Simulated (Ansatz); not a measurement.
## Density of states of PbO2

```
Pb O
1.0
     0.00000    2.70199    2.70199
     2.70199    0.00000    2.70199
     2.70199    2.70199    0.00000
Pb O
1 2
Direct
  0.00000 0.00000 0.00000
  0.25000 0.25000 0.25000
  0.75000 0.75000 0.75000
```

Structure from Materials Project entry mp-20158 (possibly hypothetical), not relaxed further.

Spin–orbit coupling is left out, though it moves levels of the heavy atoms by tenths of an eV or more.

Level of theory: DFT, PBE, all-electron LAPW, scalar-relativistic (Ansatz 0.2.0).

Sampling and basis: a Γ-centred 12×12×12 k mesh, Fermi–Dirac smearing of 0.05 eV, basis error target 1 meV/atom, no spin polarisation.

States per eV and cell, averaged over 0.4 eV, from -8.2 to 6.8 eV, with energies (bin centres) from the Fermi level; empty bins are left out. 

| E (eV) | total |
| --- | --- |
| -8.1 | 0.59 |
| -7.7 | 1.08 |
| -7.3 | 0.90 |
| -6.9 | 0.79 |
| -6.5 | 0.59 |
| -6.1 | 0.35 |
| -5.7 | 0.23 |
| -5.3 | 0.17 |
| -4.9 | 0.14 |
| -4.5 | 1.24 |
| -4.1 | 1.74 |
| -3.7 | 1.92 |
| -3.3 | 2.21 |
| -2.9 | 2.53 |
| -2.5 | 1.82 |
| -2.1 | 1.41 |
| -1.7 | 1.14 |
| -1.3 | 2.65 |
| -0.9 | 3.31 |
| -0.5 | 4.04 |
| -0.1 | 1.22 |
| 0.3 | 0.09 |
| 0.7 | 0.14 |
| 1.1 | 0.27 |
| 1.5 | 0.59 |
| 1.9 | 1.52 |
| 2.3 | 2.29 |
| 2.7 | 0.02 |
| 5.5 | 0.07 |
| 5.9 | 0.40 |
| 6.3 | 0.95 |
| 6.7 | 1.03 |
